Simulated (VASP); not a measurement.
# Ge in VASP: work function with PBE

Aim: the work function of Ge with PBE.

Everything below comes from runs of VASP 6.6.1. Logs are shortened: lines on timing, memory, paths and dates and some standing lists are left out, and cuts for length are marked.

### 1 The cell of the first run

The cell holds a slab with vacuum, 8 atoms: a = 4.000 Å, b = 4.000 Å, c = 25.616 Å, α = 90.00°, β = 90.00°, γ = 120.00°.

The slab is cut from a database's or a generator's crystal, which needn't be the stable form of the element.

### 2 Work function, PBE (the (1 1 1) slab of Ge, cut from the database cell, not relaxed)

INCAR reads:

```
PREC     = Accurate       # precision mode
ENCUT    = 520            # plane-wave cutoff, eV
EDIFF    = 1E-7           # SCF threshold, eV
ISMEAR   = 0              # smearing method
SIGMA    = 0.05           # smearing width, eV
LREAL    = False          # projectors in reciprocal space
LASPH    = True           # aspherical terms in the spheres
NELM     = 60             # most SCF steps
ALGO     = Normal         # electronic algorithm
ISIF     = 2              # what is computed and relaxed
LWAVE    = False          # write WAVECAR
LCHARG   = True           # write CHGCAR
LDIPOL   = True         
IDIPOL   = 3            
DIPOL    = 0.5 0.5 0.500
GGA      = PE             # functional
LELF     = True           # ELF
LVHAR    = True         
LVACPOTAV= True
```

KPOINTS reads:

```
Automatic mesh
0
Gamma
  8 8 1
```

POSCAR reads:

```
Ge
1.0
    4.0004848988      0.0000000000      0.0000000000
   -2.0002424494      3.4645215498      0.0000000000
    0.0000000000      0.0000000000     25.6157422863
Ge
8
Direct
    0.3333333333      0.6666666667      0.2927887045
    0.0000000000      0.0000000000      0.3246673654
    0.0000000000      0.0000000000      0.4203033479
    0.6666666667      0.3333333333      0.4521820087
    0.6666666667      0.3333333333      0.5478179913
    0.3333333333      0.6666666667      0.5796966521
    0.3333333333      0.6666666667      0.6753326346
    0.0000000000      0.0000000000      0.7072112955
```

Potentials or basis: VASP PAW PBE potentials, release 64 (Ge_d).

Run with:

```console
$ cat potpaw_PBE.64/Ge_d/POTCAR > POTCAR
$ mpirun -np 1 vasp_std > vasp.out
```

OUTCAR:

```text
PREC = Accurate
   ENCUT = 520
   EDIFF = 1E-7
   ISMEAR = 0
   LREAL = False
   LASPH = True
   NELM = 60
   ISIF = 2
   GGA = PE

 ion  position               nearest neighbor table
   1  0.333  0.667  0.293-   2 2.45   2 2.45   2 2.45
   2  0.000  0.000  0.325-   3 2.45   1 2.45   1 2.45   1 2.45
   3  0.000  0.000  0.420-   4 2.45   2 2.45   4 2.45   4 2.45
   4  0.667  0.333  0.452-   3 2.45   3 2.45   3 2.45   5 2.45
   5  0.667  0.333  0.548-   6 2.45   6 2.45   6 2.45   4 2.45
   6  0.333  0.667  0.580-   5 2.45   5 2.45   7 2.45   5 2.45
   7  0.333  0.667  0.675-   6 2.45   8 2.45   8 2.45   8 2.45
   8  0.000  0.000  0.707-   7 2.45   7 2.45   7 2.45

  LATTYP: Found a hexagonal cell.
 ALAT       =     4.0004848988
 C/A-ratio  =     6.4031593505

  Lattice vectors:

 A1 = (   4.0004848988,   0.0000000000,   0.0000000000)
 A2 = (  -2.0002424494,   3.4645215498,   0.0000000000)
 A3 = (   0.0000000000,   0.0000000000,  25.6157422863)

Analysis of symmetry for initial positions (statically):
=====================================================================
 Subroutine PRICEL returns:
 Original cell was already a primitive cell.

 Routine SETGRP: Setting up the symmetry group for a
 hexagonal supercell.

 Subroutine GETGRP returns: Found 12 space group operations
 (whereof  6 operations were pure point group operations)
 out of a pool of 24 trial point group operations.

The static configuration has the point symmetry C_3v.
 The point group associated with its full space group is D_3d.

Analysis of symmetry for dynamics (positions and initial velocities):
=====================================================================
 Subroutine PRICEL returns:
 Original cell was already a primitive cell.

 Routine SETGRP: Setting up the symmetry group for a
 hexagonal supercell.

 Subroutine GETGRP returns: Found 12 space group operations
 (whereof  6 operations were pure point group operations)
 out of a pool of 24 trial point group operations.

The dynamic configuration has the point symmetry C_3v.
 The point group associated with its full space group is D_3d.

 Subroutine INISYM returns: Found 12 space group operations
 (whereof  6 operations are pure point group operations),
 and found     1 'primitive' translations

----------------------------------------------------------------------------------------

                                     Primitive cell

  volume of cell :     355.0282

  direct lattice vectors                    reciprocal lattice vectors
     4.000484899  0.000000000  0.000000000     0.249969697  0.144320072  0.000000000
[... 98 lines left out ...]
   ISMEAR =     0;   SIGMA  =   0.05  broadening in eV -4-tet -1-fermi 0-gaus
   EFERMI_NEDOS =   21; number of points for ismear=-14 and -15
   IALGO  =     38    algorithm
   IMIX   =      4    mixing-type and parameters
     AMIX     =   0.40;   BMIX     =  1.00
     AMIX_MAG =   1.60;   BMIX_MAG =  1.00
  volume/ion in A,a.u.               =      44.38       299.48
  Fermi-wavevector in a.u.,A,eV,Ry     =   1.114448  2.106002 16.898365  1.241995
  Thomas-Fermi vector in A             =   2.251043
   LORBIT       =      0    0 simple, 1 ext, 2 COOP (PROOUT), +10 PAW based schemes
   GGA     = PE    functional components
   LHFCALC =     F    Hartree Fock is set to
   AEXX    =    0.0000 exact exchange contribution
   IVDW    =     0    specifies the selected vdW correction
   LEPSILON=     F    determine dielectric tensor
   LRPA    =     F    only Hartree local field effects (RPA)
 non-spin polarized calculation
 Gauss-broadening in eV      SIGMA  =   0.05
  energy-cutoff  :      520.00
  volume of cell :      355.03
 maximum number of plane-waves:      9641
 NGX is ok and might be reduce to    30
   NGX = 15   NGY = 15   NGZ = 95

 dipolmoment           0.000000      0.000000      0.000000 electrons x Angstroem

 number of electron     112.0000166 magnetization

 dipolmoment           0.000000      0.000000     -0.000000 electrons x Angstroem

 Free energy of the ion-electron system (eV)
  ---------------------------------------------------
  ext. energy  EPLUGINS =         0.00000000
  ---------------------------------------------------
  free energy    TOTEN  =       -34.08289703 eV

  energy without entropy =      -34.07071571  energy(sigma->0) =      -34.07680637

 E-fermi :   0.0512     XC(G=0):  -5.6332

 val. band max:        0.0213821092   @ k =   0.3750   0.2500   0.0000
 cond. band min:       0.0595656704   @ k =   0.3750   0.1250   0.0000
 fundamental gap:      0.0381835612
 Fermi energy:         0.0511778532

 k-point     1 :       0.0000    0.0000    0.0000
  band No.  band energies     occupation
      1     -24.5695      2.00000
      2     -24.5695      2.00000
      3     -24.5584      2.00000
      4     -24.5584      2.00000
      5     -24.5461      2.00000
      6     -24.5074      2.00000
[... 689 lines left out ...]
     66       5.5182      0.00000
     67       5.9552      0.00000

------------------------ aborting loop because EDIFF is reached ----------------------------------------

  FORCE on cell =-STRESS in cart. coord.  units (eV):
  Direction    XX          YY          ZZ          XY          YZ          ZX
  --------------------------------------------------------------------------------------
  -------------------------------------------------------------------------------------
  Total        3.9906729      3.9906729      4.4535960      0.0000000      0.0000000      0.0000000
  in kB       18.0091770     18.0091770     20.0982644      0.0000000      0.0000000      0.0000000
  external PRESSURE =      18.7055395 kB  Pullay stress =       0.0000000 kB

 VOLUME and BASIS-vectors are now :
 -----------------------------------------------------------------------------
  energy-cutoff  :      520.00
  volume of cell :      355.03
      direct lattice vectors                 reciprocal lattice vectors
     4.000484899  0.000000000  0.000000000     0.249969697  0.144320072  0.000000000
    -2.000242449  3.464521550  0.000000000     0.000000000  0.288640144  0.000000000
     0.000000000  0.000000000 25.615742286     0.000000000  0.000000000  0.039038494

 POSITION                                       TOTAL-FORCE (eV/Angst)
 -----------------------------------------------------------------------------------
     -0.00000      2.30968      7.50000         0.000000      0.000000     -0.094311
      0.00000      0.00000      8.31660         0.000000     -0.000000     -0.466235
      0.00000      0.00000     10.76638         0.000000     -0.000000      0.233500
      2.00024      1.15484     11.58298        -0.000000     -0.000000     -0.116735
      2.00024      1.15484     14.03276        -0.000000      0.000000      0.116735
     -0.00000      2.30968     14.84936        -0.000000      0.000000     -0.233500
     -0.00000      2.30968     17.29915        -0.000000      0.000000      0.466235
      0.00000      0.00000     18.11574        -0.000000     -0.000000      0.094311
 -----------------------------------------------------------------------------------
    total drift:                                0.000000     -0.000000     -0.000000

  FREE ENERGIE OF THE ION-ELECTRON SYSTEM (eV)
  ---------------------------------------------------
  free  energy   TOTEN  =       -34.0828970337 eV

  energy  without entropy=      -34.0707157065  energy(sigma->0) =      -34.07680637

 vacuum level on the upper side and lower side of the slab         4.735         4.735
```

OSZICAR:

```text
N       E                     dE             d eps       ncg     rms          rms(c)
DAV:   1     0.133338941548E+04    0.13334E+04   -0.56463E+04  1642   0.359E+03
DAV:   2     0.220998567247E+03   -0.11124E+04   -0.10723E+04  1428   0.970E+02
DAV:   3    -0.121717929333E+02   -0.23317E+03   -0.22618E+03  1639   0.247E+02
[... 16 lines left out ...]
DAV:  20    -0.340828763046E+02   -0.28785E-04   -0.15097E-06  1100   0.176E-02    0.558E-04
DAV:  21    -0.340828933645E+02   -0.17060E-04   -0.15845E-06  1006   0.115E-02    0.330E-04
DAV:  22    -0.340828963599E+02   -0.29954E-05   -0.26487E-07  1055   0.475E-03    0.179E-04
DAV:  23    -0.340828969627E+02   -0.60282E-06   -0.56156E-08   968   0.712E-03    0.711E-05
DAV:  24    -0.340828970337E+02   -0.70984E-07   -0.20803E-08   897   0.179E-03
   1 F= -.34082897E+02 E0= -.34076806E+02  d E =-.121813E-01
```

stdout:

```text
POSCAR found type information on POSCAR Ge
 POSCAR found :  1 types and       8 ions
 scaLAPACK will be used
 LDA part: xc-table for (Slater+PW92), standard interpolation
 POSCAR, INCAR and KPOINTS ok, starting setup
 FFT: planning ... GRIDC
 FFT: planning ... GRID_SOFT
 FFT: planning ... GRID
 WAVECAR not read
 entering main loop
 -----------------------------------------------------------------------------
|                                                                             |
|           W    W    AA    RRRRR   N    N  II  N    N   GGGG   !!!           |
|           W    W   A  A   R    R  NN   N  II  NN   N  G    G  !!!           |
|           W    W  A    A  R    R  N N  N  II  N N  N  G       !!!           |
|           W WW W  AAAAAA  RRRRR   N  N N  II  N  N N  G  GGG   !            |
|           WW  WW  A    A  R   R   N   NN  II  N   NN  G    G                |
|           W    W  A    A  R    R  N    N  II  N    N   GGGG   !!!           |
|                                                                             |
|     Did not find any points to average over, which means that no vacuum     |
|     field-free region was found. Please increase the size of  your cell     |
|     in the dimension of the dipole correction to obtain accurate            |
|     workfunction values.                                                    |
|                                                                             |
 -----------------------------------------------------------------------------
```

Wall time 7 min (1 thread of Intel Xeon Platinum 8488C (Sapphire Rapids), shared host); peak memory 0.5 GiB.

What came out:

| Quantity | Value |
| --- | --- |
| Free energy | -34.0829 eV |
| Largest force | 0.466 eV/Å |
| Band gap on the k mesh | none (metal or under the smearing width) |
| Work function of the upper face | 4.68 eV |
| Work function of the lower face | 4.68 eV |

Forces on the atoms (eV/Å):
```
Ge   0.000  0.000 -0.094
Ge   0.000  0.000 -0.466
Ge   0.000  0.000  0.234
Ge   0.000  0.000 -0.117
Ge   0.000  0.000  0.117
Ge   0.000  0.000 -0.234
Ge   0.000  0.000  0.466
Ge   0.000  0.000  0.094
```

Levels at points of the mesh, in eV from the Fermi level:
| k point | band 54 | band 55 | band 56 | band 57 | band 58 | band 59 |
| --- | --- | --- | --- | --- | --- | --- |
| (0.00, 0.00, 0.00) | -0.05 | 0.24 | 0.24 | 0.55 | 0.95 | 1.04 |
| (0.50, 0.00, 0.00) | -1.55 | -1.21 | -0.68 | 0.12 | 1.20 | 1.49 |
